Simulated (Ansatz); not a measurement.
# WS2 (P4/mmm) in Ansatz: settings compared

Aim: see how the results for WS2 move with the level of theory and the settings. Levels: PBE, PBEsol, LDA. Tasks: relaxation of cell and atoms.

All numbers are computed with Ansatz 0.2.0; they aren't measurements. Logs are shortened: lines on timing, memory, paths and dates and some standing lists are left out, and cuts for length are marked.

## Step 1: The crystal as given

The structure is tetragonal, space group P4/mmm (No. 123). The conventional cell has a = 2.592 Å, b = 2.592 Å, c = 9.234 Å, α = 90.00°, β = 90.00°, γ = 90.00°. Around W (site symmetry 4/mmm) lie 2 S at 2.45 Å and 4 W at 2.59 Å. S (site symmetry 4mm) has 1 W at 2.45 Å and 4 S at 2.59 Å as nearest neighbours.

The cell was built by a generator and needn't be a form met in nature.

## Step 2: Relaxation of cell and atoms, PBE

Input file input.yaml:

```yaml
crystal:
  lattice:
    - [2.59173, 0.0, 0.0]
    - [0.0, 2.59173, 0.0]
    - [0.0, 0.0, 9.23417]
  atoms:
    - { symbol: W, position: [0.5, 0.5, 0.5] }
    - { symbol: S, position: [0.5, 0.5, 0.76566] }
    - { symbol: S, position: [0.5, 0.5, 0.23434] }
kpoints:
  mp_grid: { grid: [8, 8, 2] }
scf:
  occupations: { method: fermi_dirac, width: 0.05 }
hamiltonian:
  xc: pbe
  pseudopotentials: { kind: all_electron, lapw: { basis_error: 0.002 } }
output:
  forces: true
  stress: true
relax:
  f_tol: 0.01
  max_steps: 60
  cell: {}
```

Potentials or basis: all-electron LAPW, scalar-relativistic.

Started as:

```
> ansatz run input.yaml --threads 2 --pin off --max-ram 6144MiB --backend cpu --events-out ev --progress --plain --runs-dir out
```

Log:

```text
Warning: RAYON_NUM_THREADS=2 ignored (pool sized by the plan → 2); use --threads N
The last accepted step is kept in <dir> (removed where the run ends without a failure and the disk answers)
LAPW: plane waves up to 9.340 Å⁻¹, error target 2.0e-3 eV per atom; small_component_spin mean_spin; S in spheres of 1.123 Å, 14 of its electrons in bands, Dirac shells []; W in spheres of 1.257 Å, 44 of its electrons in bands, Dirac shells [] (how accurate: hamiltonian.pseudopotentials.lapw.basis_error, Limitations)
Engine: ansatz 0.2.0, x86_64-unknown-linux-gnu
Pseudopotentials: kind: all_electron
Pseudopotential: W, LAPW, valence charge 44, lapw/all_electron/scalar/gaussian/W, Koelling and Harmon's equation, gaussian nucleus
Pseudopotential: S, LAPW, valence charge 14, lapw/all_electron/scalar/gaussian/S, Koelling and Harmon's equation, gaussian nucleus
Functional definition: PBE
  parameter kappa = 0.804
  parameter beta = 0.06672455060314922
  exchange = pbe_x(kappa = kappa, mu = beta*pi^2/3)
  correlation = pbe_c(beta = beta)
Crystal: 3 atoms, lattice volume = 62.027 Å³
Basis set: ecut = 332.3436075433788 eV, 847 PW (Γ), exchange–correlation at level 2
Bands: 44, of which v1, the nominal top of the filled ones, is band 36 counted from 1 (35 counted from 0)
Symmetry: 16 space group operations
Space group: P4/mmm (ITA 123), of the structure as read, at distance tolerance 4.0e-5 Å
k-points: 30 of 128
Non-local potential: W, projectors of the file, none
Non-local potential: S, projectors of the file, none
Initial density: superposition of atomic densities (chi_scale 0.1, normalization cell, long waves kept (reshape's long-wave potential 0.90 eV rms))
Initial wavefunctions: plane waves of lowest kinetic energy (no species holds an atomic orbital)
Functional: x = pbe(κ = 0.804, μ = 0.2195149727645171), c = pbe(β = 0.06672455060314922)
iter 1 solved again at ethr=6.73e-3 eV; its pass at ethr=1.00e-1 eV (dr2=4.85e0 eV) is discarded
SCF iter   1: F=—  HF=-460926.514492 eV  |F-HF|=—  |Δ(HF+E_count)|=         —  Δρ=3.71e-2  dr2=4.85e0  ethr=6.73e-3  ⟨swp⟩=2.0  Hψ=8644  notcnv=0
preconditioner: auto → LDOS  [metal: Δε(μ)=0.056 eV  Ē_g=20.133 eV  σ=0.050 eV  W_gap=0.26  n_scr=28 (ndim 8)  ℏωp=26.7 eV  f_vac=0.202  D(μ)=2.75/eV (n_scr^D=28)  β→1.0]
SCF iter   2: F=—  HF=-460926.013610 eV  |F-HF|=—  |Δ(HF+E_count)|=   5.01e-1  Δρ=1.55e-2  dr2=4.98e-1  ethr=6.73e-3  ⟨swp⟩=2.5  Hψ=3884  notcnv=0  defer=1
SCF iter   3: F=—  HF=-460926.073859 eV  |F-HF|=—  |Δ(HF+E_count)|=   6.02e-2  Δρ=5.65e-3  dr2=8.12e-2  ethr=6.92e-4  ⟨swp⟩=2.7  Hψ=4145  notcnv=0
SCF iter   4: F=—  HF=-460925.954464 eV  |F-HF|=—  |Δ(HF+E_count)|=         —  Δρ=3.45e-3  dr2=2.71e-2  ethr=1.13e-4  ⟨swp⟩=2.0  Hψ=4107  notcnv=0
the basis was enlarged: its passes take 232.0 KiB over the memory plan, 2 of 2 planned eigensolver slots
iter 5 solved again at ethr=3.49e-6 eV; its pass at ethr=3.76e-5 eV (dr2=2.51e-3 eV) is discarded
SCF iter   5: F=—  HF=-460925.946783 eV  |F-HF|=—  |Δ(HF+E_count)|=   7.68e-3  Δρ=1.29e-3  dr2=2.51e-3  ethr=3.49e-6  ⟨swp⟩=2.0  Hψ=6573  notcnv=0
SCF iter   6: F=—  HF=-460925.946539 eV  |F-HF|=—  |Δ(HF+E_count)|=   2.45e-4  Δρ=4.28e-4  dr2=1.09e-4  ethr=3.48e-6  ⟨swp⟩=2.0  Hψ=3880  notcnv=0
SCF iter   7: F=—  HF=-460925.946561 eV  |F-HF|=—  |Δ(HF+E_count)|=   2.20e-5  Δρ=6.27e-5  dr2=1.67e-6  ethr=1.51e-7  ⟨swp⟩=2.0  Hψ=3879  notcnv=0
SCF iter   8: F=-460925.946562 eV  HF=-460925.946562 eV  |F-HF|=1.16e-8  |Δ(HF+E_count)|=   7.09e-7  Δρ=1.46e-5  dr2=8.45e-8  ethr=2.32e-9  ⟨swp⟩=3.0  Hψ=3960  notcnv=0
SCF 1 converged in 8 iterations: F = -460925.946562 eV  dr2 = 8.45e-8
relax step   1: F+E_penalty+E_count = -460925.94656157 eV  Δ(F+E_penalty+E_count) = +0.000e0 eV  max|allowed force component| = 6.576e-2 eV/Å  Δτ_max = 0.0000 Å  P = +0.186 GPa  Ω = 62.027 Å³  (8 SCF iters, accepted)
Crystal: 3 atoms, lattice volume = 62.402 Å³
Basis set: ecut = 331.0078493077789 eV, 847 PW (Γ), exchange–correlation at level 2
Initial density: handed on by an earlier stage of this run
Initial wavefunctions: those handed on with the density
iter 1 solved again at ethr=1.09e-6 eV; its pass at ethr=1.00e-1 eV (dr2=7.88e-4 eV) is discarded
SCF iter   1: F=—  HF=-460925.948125 eV  |F-HF|=—  |Δ(HF+E_count)|=         —  Δρ=9.27e-4  dr2=9.05e-4  ethr=1.09e-6  ⟨swp⟩=4.1  Hψ=7133  notcnv=0
preconditioner: auto → LDOS  [metal: Δε(μ)=0.034 eV  Ē_g=20.107 eV  σ=0.050 eV  W_gap=0.16  n_scr=28 (ndim 8)  ℏωp=26.6 eV  f_vac=0.207  D(μ)=2.25/eV (n_scr^D=18)  β→1.0]
SCF iter   2: F=—  HF=-460925.947869 eV  |F-HF|=—  |Δ(HF+E_count)|=   2.56e-4  Δρ=5.60e-4  dr2=4.36e-4  ethr=1.09e-6  ⟨swp⟩=3.0  Hψ=4109  notcnv=0
iter 3 solved again at ethr=1.91e-8 eV; its pass at ethr=6.06e-7 eV (dr2=1.37e-5 eV) is discarded
SCF iter   3: F=—  HF=-460925.947789 eV  |F-HF|=—  |Δ(HF+E_count)|=   7.96e-5  Δρ=1.07e-4  dr2=1.37e-5  ethr=1.91e-8  ⟨swp⟩=2.0  Hψ=6651  notcnv=0
SCF iter   4: F=—  HF=-460925.947789 eV  |F-HF|=—  |Δ(HF+E_count)|=   1.27e-8  Δρ=2.70e-5  dr2=1.88e-6  ethr=1.91e-8  ⟨swp⟩=2.0  Hψ=3880  notcnv=0
SCF iter   5: F=—  HF=-460925.947789 eV  |F-HF|=—  |Δ(HF+E_count)|=   9.19e-8  Δρ=7.17e-6  dr2=1.21e-7  ethr=2.61e-9  ⟨swp⟩=2.0  Hψ=3879  notcnv=0
SCF iter   6: F=-460925.947789 eV  HF=-460925.947789 eV  |F-HF|=2.50e-9  |Δ(HF+E_count)|=   3.37e-7  Δρ=4.98e-6  dr2=1.06e-8  ethr=1.69e-10  ⟨swp⟩=2.0  Hψ=3879  notcnv=0
SCF 2 converged in 6 iterations: F = -460925.947789 eV  dr2 = 1.06e-8
relax step   2: F+E_penalty+E_count = -460925.94778894 eV  Δ(F+E_penalty+E_count) = -1.227e-3 eV  max|allowed force component| = 1.185e-3 eV/Å  Δτ_max = 0.0097 Å  P = -0.036 GPa  Ω = 62.402 Å³  (6 SCF iters, accepted)
Crystal: 3 atoms, lattice volume = 62.395 Å³
Basis set: ecut = 331.03283256435935 eV, 847 PW (Γ), exchange–correlation at level 2
iter 1 solved again at ethr=6.99e-8 eV; its pass at ethr=1.00e-1 eV (dr2=5.03e-5 eV) is discarded
SCF iter   1: F=—  HF=-460925.947804 eV  |F-HF|=—  |Δ(HF+E_count)|=         —  Δρ=9.70e-5  dr2=4.76e-5  ethr=6.99e-8  ⟨swp⟩=4.1  Hψ=6839  notcnv=0
preconditioner: auto → LDOS  [metal: Δε(μ)=0.040 eV  Ē_g=20.111 eV  σ=0.050 eV  W_gap=0.20  n_scr=28 (ndim 8)  ℏωp=26.6 eV  f_vac=0.207  D(μ)=2.14/eV (n_scr^D=10)  β→1.0]
iter 2 solved again at ethr=1.67e-9 eV; its pass at ethr=6.61e-8 eV (dr2=1.21e-6 eV) is discarded
SCF iter   2: F=—  HF=-460925.947800 eV  |F-HF|=—  |Δ(HF+E_count)|=   4.87e-6  Δρ=3.27e-5  dr2=1.20e-6  ethr=1.67e-9  ⟨swp⟩=2.0  Hψ=6558  notcnv=0
SCF iter   3: F=—  HF=-460925.947800 eV  |F-HF|=—  |Δ(HF+E_count)|=   2.16e-8  Δρ=1.10e-5  dr2=3.54e-7  ethr=1.67e-9  ⟨swp⟩=2.0  Hψ=3880  notcnv=0
SCF iter   4: F=-460925.947799 eV  HF=-460925.947799 eV  |F-HF|=2.04e-8  |Δ(HF+E_count)|=   6.06e-8  Δρ=2.41e-6  dr2=5.51e-9  ethr=4.92e-10  ⟨swp⟩=2.0  Hψ=3879  notcnv=0
SCF 3 converged in 4 iterations: F = -460925.947799 eV  dr2 = 5.51e-9
relax step   3: F+E_penalty+E_count = -460925.94779946 eV  Δ(F+E_penalty+E_count) = -1.052e-5 eV  max|allowed force component| = 1.375e-3 eV/Å  Δτ_max = 0.0009 Å  P = +0.015 GPa  Ω = 62.395 Å³  (4 SCF iters, accepted)
[... 22 lines left out ...]
relax step   5: F+E_penalty+E_count = -460925.94781244 eV  Δ(F+E_penalty+E_count) = -9.176e-6 eV  max|allowed force component| = 2.523e-3 eV/Å  Δτ_max = 0.0051 Å  P = +0.007 GPa  Ω = 62.559 Å³  (5 SCF iters, accepted)
Crystal: 3 atoms, lattice volume = 62.717 Å³
Basis set: ecut = 329.90122006877203 eV, 847 PW (Γ), exchange–correlation at level 2
iter 1 solved again at ethr=5.80e-7 eV; its pass at ethr=1.00e-1 eV (dr2=4.18e-4 eV) is discarded
SCF iter   1: F=—  HF=-460925.947860 eV  |F-HF|=—  |Δ(HF+E_count)|=         —  Δρ=3.02e-4  dr2=4.45e-4  ethr=5.80e-7  ⟨swp⟩=4.1  Hψ=7059  notcnv=0
preconditioner: auto → LDOS  [metal: Δε(μ)=0.041 eV  Ē_g=20.106 eV  σ=0.050 eV  W_gap=0.20  n_scr=28 (ndim 8)  ℏωp=26.5 eV  f_vac=0.214  D(μ)=2.12/eV (n_scr^D=10)  β→1.0]
iter 2 solved again at ethr=2.79e-8 eV; its pass at ethr=5.80e-7 eV (dr2=2.01e-5 eV) is discarded
SCF iter   2: F=—  HF=-460925.947822 eV  |F-HF|=—  |Δ(HF+E_count)|=   3.82e-5  Δρ=1.56e-4  dr2=2.03e-5  ethr=2.79e-8  ⟨swp⟩=2.0  Hψ=6558  notcnv=0
SCF iter   3: F=—  HF=-460925.947819 eV  |F-HF|=—  |Δ(HF+E_count)|=   3.14e-6  Δρ=4.85e-5  dr2=8.00e-6  ethr=2.79e-8  ⟨swp⟩=3.0  Hψ=4068  notcnv=0
SCF iter   4: F=—  HF=-460925.947818 eV  |F-HF|=—  |Δ(HF+E_count)|=   1.23e-6  Δρ=2.00e-5  dr2=1.64e-6  ethr=1.11e-8  ⟨swp⟩=2.0  Hψ=3879  notcnv=0
SCF iter   5: F=-460925.947817 eV  HF=-460925.947817 eV  |F-HF|=6.80e-8  |Δ(HF+E_count)|=   2.83e-7  Δρ=6.18e-6  dr2=7.69e-8  ethr=2.28e-9  ⟨swp⟩=2.0  Hψ=3879  notcnv=0
SCF 6 converged in 5 iterations: F = -460925.947817 eV  dr2 = 7.69e-8
relax step   6: F+E_penalty+E_count = -460925.94781739 eV  Δ(F+E_penalty+E_count) = -4.945e-6 eV  max|allowed force component| = 1.554e-3 eV/Å  Δτ_max = 0.0061 Å  P = +0.004 GPa  Ω = 62.717 Å³  (5 SCF iters, accepted)
iter 1 solved again at ethr=1.11e-10 eV; its pass at ethr=1.00e-1 eV (dr2=8.01e-8 eV) is discarded
SCF iter   1: F=—  HF=-460925.947821 eV  |F-HF|=—  |Δ(HF+E_count)|=         —  Δρ=6.39e-6  dr2=8.12e-8  ethr=1.11e-10  ⟨swp⟩=6.1  Hψ=7286  notcnv=0
preconditioner: auto → LDOS  [metal: Δε(μ)=0.040 eV  Ē_g=20.103 eV  σ=0.050 eV  W_gap=0.19  n_scr=28 (ndim 8)  ℏωp=26.5 eV  f_vac=0.214  D(μ)=2.15/eV (n_scr^D=10)  β→1.0]
SCF iter   2: F=-460925.947821 eV  HF=-460925.947821 eV  |F-HF|=3.85e-8  |Δ(HF+E_count)|=   1.54e-7  Δρ=2.34e-6  dr2=8.67e-9  ethr=1.11e-10  ⟨swp⟩=2.9  Hψ=3927  notcnv=0
SCF 7 converged in 2 iterations: F = -460925.947821 eV  dr2 = 8.67e-9
relax step   7: F+E_penalty+E_count = -460925.94782076 eV  Δ(F+E_penalty+E_count) = -3.373e-6 eV  max|allowed force component| = 1.403e-3 eV/Å  Δτ_max = 0.0000 Å  P = +0.006 GPa  Ω = 62.717 Å³  stress off target by 1.68e-2 GPa  SCF on the basis re-selected at this cell (its energy is not comparable with the rows above)  (2 SCF iters)
basis re-selected at this cell: Δ(F+E_penalty+E_count) = -3.373e-6 eV, ΔP = +0.001 GPa vs the last step (what re-selecting the basis moved, after the strain that the cell walked since its last selection, with what the two solves' SCF thresholds leave and, on support functions, any second-order correction that the steps lacked; it is no measure of the basis error at this ecutwfc). This SCF's stress stands 1.68e-2 GPa from its target on what of the cell is left free (relax.cell.stress_tol is 5.00e-2 GPa) and its largest allowed force component is 1.40e-3 eV/Å (relax.f_tol is 1.00e-2 eV/Å): within both
SCF converged after 2 iterations
Free energy (F): -460925.947821 eV
Harris-Foulkes:  -460925.947821 eV  (|F-HF|=3.85e-8)
Internal energy: -460925.930354 eV  (E = F + TS)
E sigma→0 (E₀):  -460925.939088 eV
Entropy (-TS):   -0.017466 eV (-5.822 meV/atom)
Fermi energy:    11.434931 eV
--- Per-component energies (eV) ---
  E_band       = -7525.677337
  E_kinetic    = 513701.097179
  E_xc         = -10226.781893
  E_electrostatic = -964400.245640  (all electrons and nuclei)
  E_smearing   = -0.017466  (= −TS)
  E_closure    = 0.000000  (closes the sum)
  E_atoms      = -460907.953505  (free atoms, spherical and without spin; not in F)
  Σ components = -460925.947821   (vs F -460925.947821, Δ=0.00e0)
  Basis errors (estimates in eV, not in F): energy 3.9e-4 per atom: plane waves 2.6e-4 (1.5e-4 summed), levels above the bands 4.5e-69, relativity 4.6e-8, radial functions 1.3e-4, core shells 3.3e-7; eigenvalues (radial functions only) 2.2e-6; not estimated: angular momenta, meshes, grids; target (lapw.basis_error) 2.0e-3; muffin-tin radii S 1.127 Å, W 1.262 Å
--- Forces (eV/Å), atoms counted from 1 ---
  atom   1  W      0.00000000     0.00000000     0.00000000
  atom   2  S      0.00000000     0.00000000    -0.00140329
  atom   3  S      0.00000000     0.00000000     0.00140329
  max |Σ_I F_I| component: 5.52e-30 eV/Å
--- Stress (GPa, compression-positive) ---
        0.016813       0.000000       0.000000
        0.000000       0.016813       0.000000
        0.000000       0.000000      -0.016837
  P = ⅓ Tr σ = 0.0056 GPa (0.056 kbar)
--- Relaxed structure (6 steps of the walk, 6 accepted, 1 SCFs on fresh bases) ---
  F+E_penalty+E_count = -460925.94782076 eV   max|allowed force component| = 1.403e-3 eV/Å   (the final SCF, on the basis selected at the relaxed cell)
  cell:  # Å, volume = 62.7166 Å³
    - [2.5982883011146236, 0.0, 0.0]
    - [0.0, 2.5982883011146236, 0.0]
    - [0.0, 0.0, 9.289831003535454]
  atoms:
    - { symbol: W, position: [0.5, 0.5, 0.5] }
    - { symbol: S, position: [0.5, 0.5, 0.7631711912910151] }
    - { symbol: S, position: [0.5, 0.5, 0.23682880870898487] }
```

It took 45 s on 2 threads of AMD EPYC 7R43 (Zen 3), shared host; peak memory 0.45 GiB.

What came out:

| Item | Value |
| --- | --- |
| Free energy | -460925.9478 eV |
| Relaxed volume | 20.91 Å³/atom |
| Relaxed cell | a = 2.598 Å, b = 2.598 Å, c = 9.290 Å, α = 90.00°, β = 90.00°, γ = 90.00° |
| Space group after relaxing (to 0.05 Å) | P4/mmm (No. 123) |
| Energy gained by relaxing | 0.4 meV/atom |
| Ionic steps | 7 |
| Pressure after relaxing | 0.0 GPa |

Step by step:
| step | energy change (eV) | largest force (eV/Å) | volume (Å³) |
| --- | --- | --- | --- |
| 1 | 0.0000 | 0.0658 | 62.03 |
| 2 | -0.0012 | 0.0012 | 62.40 |
| 3 | -0.0012 | 0.0014 | 62.40 |
| 4 | -0.0012 | 0.0006 | 62.43 |
| 5 | -0.0012 | 0.0025 | 62.56 |
| 6 | -0.0013 | 0.0016 | 62.72 |
| 7 | -0.0013 | 0.0014 | 62.72 |

Final structure:
```xyz
3
Lattice="2.5983 0.0000 0.0000 0.0000 2.5983 0.0000 0.0000 0.0000 9.2898" Properties=species:S:1:pos:R:3 pbc="T T T"
W     1.2991    1.2991    4.6449
S     1.2991    1.2991    7.0897
S     1.2991    1.2991    2.2001
```

Caveat: the k mesh is thin for a metal, which can move the energy by tens of meV per atom; this functional lacks dispersion, which binds the layers, so the pressure and a relaxed spacing across them are unreliable.

(Continued in part 2 of 2.)
